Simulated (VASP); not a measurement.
As:

```
CELL_PARAMETERS angstrom
-3.15603 3.15603 2.18537
3.15603 -3.15603 2.18537
3.15603 3.15603 -2.18537
ATOMIC_POSITIONS crystal
As 0.00000 0.00000 0.00000
As 0.75000 0.25000 0.50000
As 0.37500 0.62500 0.75000
As 0.37500 0.12500 0.75000
As 0.37500 0.62500 0.25000
As 0.87500 0.62500 0.25000
```

The cell was built by a generator and needn't be a form met in nature.

- Program: VASP 6.6.1
- Task: relaxation of cell and atoms
- Functional: PBE
- Potentials or basis: VASP PAW PBE potentials, release 64 (As)
- Cutoff: 600 eV
- k mesh: 6 × 6 × 6
- Occupations: gaussian, width 0.1 eV
- Spin: no spin polarisation

At the start: pressure 67.3 GPa; volume 14.51 Å³/atom.

Question: Where does the relaxation end?

Answer: Over 7 steps the energy falls by 1066.2 meV/atom and the volume is 21.15 Å³/atom (+45.7 %); space group I4_1/amd (No. 141, to 0.05 Å).

The path:
| step | energy change (eV) | largest force (eV/Å) | pressure (GPa) | volume (Å³) |
| --- | --- | --- | --- | --- |
| 1 | 0.0000 | 0.0000 | 67.34 | 87.07 |
| 2 | -3.0437 | 0.0000 | -12.09 | 187.94 |
| 3 | -6.3776 | 0.0000 | -1.08 | 129.83 |
| 4 | -6.3816 | 0.0000 | -0.55 | 128.86 |
| 5 | -6.3822 | 0.0000 | -0.02 | 127.92 |
| 6 | -6.3918 | 0.0000 | 0.03 | 127.49 |
| 7 | -6.3975 | 0.0000 | 0.09 | 126.89 |

Final structure:
```
CELL_PARAMETERS angstrom
-3.47680 3.47680 2.62425
3.47680 -3.47680 2.62425
3.47680 3.47680 -2.62425
ATOMIC_POSITIONS crystal
As 0.00000 0.00000 0.00000
As 0.75000 0.25000 0.50000
As 0.37500 0.62500 0.75000
As 0.37500 0.12500 0.75000
As 0.37500 0.62500 0.25000
As 0.87500 0.62500 0.25000
```

Caveat: the volume moved by over 15 % at a fixed basis, so the end points are rough.
